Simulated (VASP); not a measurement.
# Ca2HO2 in VASP: single point with PBE

Aim: the single point of Ca2HO2 with PBE.

All numbers are computed with VASP 6.6.1; they aren't measurements. Logs are shortened: lines on timing, memory, paths and dates and some standing lists are left out, and cuts for length are marked.

## (1) The cell of the first run

The cell holds a slab with vacuum, 5 atoms: a = 3.416 Å, b = 3.416 Å, c = 19.792 Å, α = 90.00°, β = 90.00°, γ = 120.00°.

## (2) Single point, PBE, collinear spin, typed start (H over (3/6, 2/6) of the surface cell, its height relaxed)

INCAR reads:

```
ALGO = Fast
DIPOL = 0.5 0.5 0.352
EDIFF = 1E-6
ENCUT = 520
GGA = PE
IDIPOL = 3
ISIF = 2
ISMEAR = 0
ISPIN = 2
LASPH = T
LCHARG = T
LDIPOL = T
LELF = T
LORBIT = 11
LREAL = F
LVACPOTAV = T
LVHAR = T
LWAVE = F
MAGMOM = 0 0 0 0 1
NBANDS = 28
NELM = 150
PREC = Accurate
SIGMA = 0.05
```

KPOINTS reads:

```
k-points
0
Gamma
  9 9 1
```

POSCAR reads:

```
Ca2HO2
1.0
    3.4159757625      0.0000000000      0.0000000000
   -1.7079878813      2.9583217891      0.0000000000
    0.0000000000      0.0000000000     19.7917418578
O Ca H
2 2 1
Direct
    0.3333333333      0.6666666667      0.2021044953
    0.0000000000      0.0000000000      0.3683882791
    0.6666666667      0.3333333333      0.2725665231
    0.3333333333      0.6666666667      0.4189495759
    0.8333333333      1.0000000000      0.4973743804
```

Potentials or basis: VASP PAW PBE potentials, release 64 (O, Ca_sv, H).

Started as:

```sh
> cat potpaw_PBE.64/O/POTCAR potpaw_PBE.64/Ca_sv/POTCAR potpaw_PBE.64/H/POTCAR > POTCAR
> mpirun -np 1 vasp_std > vasp.out
```

OUTCAR:

```text
EDIFF = 1E-6
   ENCUT = 520
   GGA = PE
   ISIF = 2
   ISMEAR = 0
   ISPIN = 2
   LASPH = T
   LORBIT = 11
   LREAL = F
   NELM = 150
   PREC = Accurate

 ion  position               nearest neighbor table
   1  0.333  0.667  0.202-   3 2.42   3 2.42   3 2.42
   2  0.000  0.000  0.368-   4 2.21   4 2.21   4 2.21
   3  0.667  0.333  0.273-   1 2.42   1 2.42   1 2.42
   4  0.333  0.667  0.419-   2 2.21   2 2.21   2 2.21
   5  0.833  0.000  0.497-

  LATTYP: Found a hexagonal cell.
 ALAT       =     3.4159757625
 C/A-ratio  =     5.7938765477

  Lattice vectors:

 A1 = (   3.4159757625,   0.0000000000,   0.0000000000)
 A2 = (  -1.7079878813,   2.9583217891,   0.0000000000)
 A3 = (   0.0000000000,   0.0000000000,  19.7917418578)

Analysis of symmetry for initial positions (statically):
=====================================================================
 Subroutine PRICEL returns:
 Original cell was already a primitive cell.

 Routine SETGRP: Setting up the symmetry group for a
 hexagonal supercell.

 Subroutine GETGRP returns: Found  1 space group operations
 (whereof  1 operations were pure point group operations)
 out of a pool of 24 trial point group operations.

The static configuration has the point symmetry C_1 .

Analysis of symmetry for dynamics (positions and initial velocities):
=====================================================================
 Subroutine PRICEL returns:
 Original cell was already a primitive cell.

 Routine SETGRP: Setting up the symmetry group for a
 hexagonal supercell.

 Subroutine GETGRP returns: Found  1 space group operations
 (whereof  1 operations were pure point group operations)
 out of a pool of 24 trial point group operations.

The dynamic configuration has the point symmetry C_1 .

Analysis of structural, dynamic, and magnetic symmetry:
=====================================================================
 Subroutine PRICEL returns:
 Original cell was already a primitive cell.

 Routine SETGRP: Setting up the symmetry group for a
 hexagonal supercell.

 Subroutine GETGRP returns: Found  1 space group operations
 (whereof  1 operations were pure point group operations)
 out of a pool of 24 trial point group operations.

The overall configuration has the point symmetry C_1 .

 Subroutine INISYM returns: Found  1 space group operations
 (whereof  1 operations are pure point group operations),
 and found     1 'primitive' translations

----------------------------------------------------------------------------------------

                                     Primitive cell

  volume of cell :     200.0065

  direct lattice vectors                    reciprocal lattice vectors
     3.415975763  0.000000000  0.000000000     0.292742124  0.169014744  0.000000000
    -1.707987881  2.958321789  0.000000000     0.000000000  0.338029488  0.000000000
     0.000000000  0.000000000 19.791741858     0.000000000  0.000000000  0.050526124

  length of vectors
     3.415975763  3.415975763 19.791741858     0.338029488  0.338029488  0.050526124

  position of ions in fractional coordinates (direct lattice)
     0.333333333  0.666666667  0.202104495
     0.000000000  0.000000000  0.368388279
     0.666666667  0.333333333  0.272566523
     0.333333333  0.666666667  0.418949576
     0.833333333  0.000000000  0.497374380

  ion indices of the primitive-cell ions
   primitive index   ion index
                 1           1
                 2           2
                 3           3
                 4           4
                 5           5

----------------------------------------------------------------------------------------

 KPOINTS: k-points

Automatic generation of k-mesh.
 Grid dimensions read from file:
 generate k-points for:    9    9    1

 Generating k-lattice:

  Cartesian coordinates                     Fractional coordinates (reciprocal lattice)
     0.032526903  0.018779416  0.000000000     0.111111111  0.000000000  0.000000000
     0.000000000  0.037558832  0.000000000     0.000000000  0.111111111  0.000000000
     0.000000000  0.000000000  0.050526124     0.000000000  0.000000000  1.000000000

  Length of vectors
     0.037558832  0.037558832  0.050526124

  Shift w.r.t. Gamma in fractional coordinates (k-lattice)
     0.000000000  0.000000000  0.000000000

 Subroutine IBZKPT returns following result:
 ===========================================

 Found     41 irreducible k-points:

 Following reciprocal coordinates:
            Coordinates               Weight
  0.000000  0.000000  0.000000      1.000000
  0.111111  0.000000  0.000000      2.000000
  0.000000  0.111111  0.000000      2.000000
 -0.111111  0.111111  0.000000      2.000000
  0.222222  0.000000  0.000000      2.000000
  0.000000  0.222222  0.000000      2.000000
[... 16 lines left out ...]
  0.333333  0.111111  0.000000      2.000000
 -0.111111  0.444444  0.000000      2.000000
 [... further k-points ...]
   k-points           NKPTS =     41   k-points in BZ     NKDIM =     41   number of bands    NBANDS=     28
   number of dos      NEDOS =    301   number of ions     NIONS =      5
   total plane-waves  NPLWV = 117600
   dimension x,y,z NGX =    28 NGY =   28 NGZ =  150
   dimension x,y,z NGXF=    56 NGYF=   56 NGZF=  300
   ions per type =               2   2   1
   NGX,Y,Z   is equivalent  to a cutoff of  13.63, 13.63, 12.60 a.u.
   NGXF,Y,Z  is equivalent  to a cutoff of  27.25, 27.25, 25.20 a.u.
 SYSTEM =  unknown system
   PREC   = accura    normal or accurate (medium, high low for compatibility)
   ISTART =      0    job   : 0-new  1-cont  2-samecut
   ICHARG =      2    charge: 1-file 2-atom 10-const
   ISPIN  =      2    spin polarized calculation?
   LNONCOLLINEAR =      F non collinear calculations
   LSORBIT =      F    spin-orbit coupling
   LASPH  =      T    aspherical Exc in radial PAW
   ENCUT  =  520.0 eV  38.22 Ry    6.18 a.u.   6.35  6.35 36.80*2*pi/ulx,y,z
   NELM   =    150;   NELMIN=  2; NELMDL= -5     # of ELM steps
   EDIFF  = 0.1E-05   stopping-criterion for ELM
   LREAL  =      F    real-space projection
   EDIFFG = 0.1E-04   stopping-criterion for IOM
   NSW    =      0    number of steps for IOM
   IBRION =     -1    ionic relax: 0-MD 1-quasi-New 2-CG
   NFREE  =      0    steps in history (QN), initial steepest desc. (CG)
   ISIF   =      2    stress and relaxation
   ISYM   =      2    0-nonsym 1-usesym 2-fastsym
   POTIM  = 0.5000    time-step for ionic-motion
   TEBEG  =    0.0;   TEEND  =   0.0 temperature during run
   PSTRESS=    0.0 pullay stress
   NELECT =      33.0000    total number of electrons
   NUPDOWN=      -1.0000    fix difference up-down
   EMIN   =  10.00;   EMAX   =-10.00  energy-range for DOS
   EFERMI =   0.00;   METHOD = LEGACY
   ISMEAR =     0;   SIGMA  =   0.05  broadening in eV -4-tet -1-fermi 0-gaus
   EFERMI_NEDOS =   21; number of points for ismear=-14 and -15
   IALGO  =     68    algorithm
   IMIX   =      4    mixing-type and parameters
     AMIX     =   0.40;   BMIX     =  1.00
     AMIX_MAG =   1.60;   BMIX_MAG =  1.00
  volume/ion in A,a.u.               =      40.00       269.94
  Fermi-wavevector in a.u.,A,eV,Ry     =   0.897907  1.696798 10.969523  0.806237
  Thomas-Fermi vector in A             =   2.020550
   LORBIT       =     11    0 simple, 1 ext, 2 COOP (PROOUT), +10 PAW based schemes
   GGA     = PE    functional components
   LHFCALC =     F    Hartree Fock is set to
   AEXX    =    0.0000 exact exchange contribution
   IVDW    =     0    specifies the selected vdW correction
   LEPSILON=     F    determine dielectric tensor
   LRPA    =     F    only Hartree local field effects (RPA)
 spin polarized calculation
 RMM-DIIS sequential band-by-band and
 Gauss-broadening in eV      SIGMA  =   0.05
  energy-cutoff  :      520.00
  volume of cell :      200.01
 maximum number of plane-waves:      5419
 NGX is ok and might be reduce to    28

 dipolmoment           0.000000      0.000000      0.020614 electrons x Angstroem

 number of electron      33.0000000 magnetization       0.3297230

 dipolmoment           0.000000      0.000000     -0.150614 electrons x Angstroem

 Free energy of the ion-electron system (eV)
  ---------------------------------------------------
  ext. energy  EPLUGINS =         0.00000000
  ---------------------------------------------------
  free energy    TOTEN  =       -23.54152152 eV

  energy without entropy =      -23.52793068  energy(sigma->0) =      -23.53472610

 E-fermi :  -4.5993     XC(G=0):  -4.0451

 val. band max:       -4.5999363696   @ k =  -0.3333   0.3333   0.0000
 cond. band min:      -4.5992343325   @ k =   0.0000   0.3333   0.0000
 fundamental gap:      0.0007020371
 Fermi energy:        -4.5993452489

 spin component 1

 k-point     1 :       0.0000    0.0000    0.0000
  band No.  band energies     occupation
      1     -43.5103      1.00000
      2     -43.3712      1.00000
      3     -24.9105      1.00000
      4     -24.4443      1.00000
      5     -24.3665      1.00000
      6     -24.3653      1.00000
[... 20 lines left out ...]
     27       3.1775      0.00000
[... 691 lines left out ...]
      6     -24.4843      1.00000
[... 20 lines left out ...]
     27       3.7722      0.00000
     28       3.9835      0.00000

 [... further k-points ...]

 spin component 2

 k-point     1 :       0.0000    0.0000    0.0000
  band No.  band energies     occupation
      1     -43.5104      1.00000
      2     -43.3623      1.00000
      3     -24.8989      1.00000
      4     -24.4397      1.00000
      5     -24.3674      1.00000
      6     -24.3651      1.00000
[... 20 lines left out ...]
     27       3.3145      0.00000
[... 691 lines left out ...]
      6     -24.4773      1.00000
[... 20 lines left out ...]
     27       3.7873      0.00000
     28       4.0122      0.00000

 [... further k-points ...]
[... 5 lines left out ...]
  --------------------------------------------------------------------------------------
  -------------------------------------------------------------------------------------
  Total        1.4386292      1.4437152     -3.4079211      0.2554357      0.5379768      0.2962461
  in kB       11.5243184     11.5650604    -27.2995757      2.0461991      4.3095301      2.3731162
  external PRESSURE =      -1.4033990 kB  Pullay stress =       0.0000000 kB

 VOLUME and BASIS-vectors are now :
 -----------------------------------------------------------------------------
  energy-cutoff  :      520.00
  volume of cell :      200.01
      direct lattice vectors                 reciprocal lattice vectors
     3.415975763  0.000000000  0.000000000     0.292742124  0.169014744  0.000000000
    -1.707987881  2.958321789  0.000000000     0.000000000  0.338029488  0.000000000
     0.000000000  0.000000000 19.791741858     0.000000000  0.000000000  0.050526124

 POSITION                                       TOTAL-FORCE (eV/Angst)
 -----------------------------------------------------------------------------------
     -0.00000      1.97221      4.00000        -0.000322      0.010926      2.589916
      0.00000      0.00000      7.29105         0.123293     -0.059368     -1.782242
      1.70799      0.98611      5.39457        -0.002895     -0.012914     -2.051502
     -0.00000      1.97221      8.29174        -0.384065     -0.252977      1.220919
      2.84665      0.00000      9.84391         0.263989      0.314333      0.022909
 -----------------------------------------------------------------------------------
    total drift:                               -0.000114     -0.000004     -0.000378

  FREE ENERGIE OF THE ION-ELECTRON SYSTEM (eV)
  ---------------------------------------------------
  free  energy   TOTEN  =       -23.5415215241 eV

  energy  without entropy=      -23.5279306799  energy(sigma->0) =      -23.53472610

 vacuum level on the upper side and lower side of the slab         2.140         4.839

 total charge

# of ion       s       p       d       tot
------------------------------------------
    1        1.591   3.200   0.000   4.790
    2        1.558   3.444   0.000   5.002
    3        2.040   5.852   0.259   8.151
    4        2.052   5.877   0.344   8.273
    5        0.477   0.001   0.000   0.478
--------------------------------------------------
tot          7.718  18.374   0.603  26.695

 magnetization (x)

# of ion       s       p       d       tot
------------------------------------------
    1        0.000   0.001   0.000   0.001
    2        0.000   0.029   0.000   0.030
    3       -0.000   0.000  -0.001  -0.001
    4       -0.001   0.004   0.008   0.011
    5        0.117   0.000   0.000   0.117
--------------------------------------------------
tot          0.117   0.035   0.007   0.159
```

Run time: 23 min. Hardware: 1 thread of Intel Xeon 6975P-C (Granite Rapids), shared host; peak memory 0.66 GiB.

What came out:

| Quantity | Value |
| --- | --- |
| Free energy | -23.5415 eV |
| Largest force | 2.590 eV/Å |
| Band gap on the k mesh | none (metal or under the smearing width) |
| Net moment | 0.33 μB per cell |
| Site moments | O +0.00, +0.03; Ca -0.00, +0.01; H +0.12 μB |
| Valence electrons inside the program's atomic spheres | O 4.79, 5.00; Ca 8.15, 8.27; H 0.48 |
| Work function of the upper face | 6.74 eV |
| Work function of the lower face | 9.44 eV |

Forces in eV/Å, atoms in the order of the input:
```
O    0.000  0.011  2.590
O    0.123 -0.059 -1.782
Ca  -0.003 -0.013 -2.052
Ca  -0.384 -0.253  1.221
H    0.264  0.314  0.023
```

Levels at points of the mesh, in eV from the Fermi level:
Spin up:
```csv
k point,band 13,band 14,band 15,band 16,band 17,band 18,band 19,band 20,band 21,band 22
"(0.00, 0.00, 0.00)",-2.24,-1.86,-0.56,0.07,0.08,3.76,4.79,5.54,5.63,5.78
```
Spin down:
| k point | band 12 | band 13 | band 14 | band 15 | band 16 | band 17 | band 18 | band 19 | band 20 | band 21 |
| --- | --- | --- | --- | --- | --- | --- | --- | --- | --- | --- |
| (0.00, 0.00, 0.00) | -2.21 | -2.21 | -1.35 | -0.49 | 0.07 | 0.07 | 3.81 | 4.82 | 5.57 | 5.64 |
